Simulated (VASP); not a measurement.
Input of a VASP 6.6.1 run:

Contents of INCAR:

```
SYSTEM = CsH4
PREC = Accurate
ENCUT = 520
EDIFF = 1E-6
ISMEAR = 0
SIGMA = 0.1
LREAL = .FALSE.
LASPH = .TRUE.
NELM = 100
ALGO = Normal
ISIF = 2
LWAVE = .FALSE.
LCHARG = .FALSE.
GGA = PE
NBANDS = 14
```

Contents of KPOINTS:

```
regular mesh
0
G
  6 6 4
  0 0 0
```

POSCAR

```
CsH4
1.0
    3.5587919071      0.0000000000      0.0000000000
   -1.7793959535      3.0820041983      0.0000000000
    0.0000000000      0.0000000000      5.0274677260
Cs H
1 4
Direct
    0.0000000000      0.0000000000      0.5000000000
    0.5000000000      0.0000000000      0.0000000000
    0.0000000000      0.5000000000      0.0000000000
    0.5000000000      0.5000000000      0.0000000000
    0.0000000000      0.0000000000      0.0000000000
```

Potentials or basis: VASP PAW PBE potentials, release 64 (Cs_sv, H).

Run with:

```console
$ cat potpaw_PBE.64/Cs_sv/POTCAR potpaw_PBE.64/H/POTCAR > POTCAR
$ mpirun -np 1 vasp_std > vasp.out
```

Question: Predict the band gap on the k mesh.

Answer: None (metal or under the smearing width).

Question: What does it give for the pressure?

Answer: 0.2 GPa.

Spin-orbit coupling is left out, which matters for the levels of Cs.
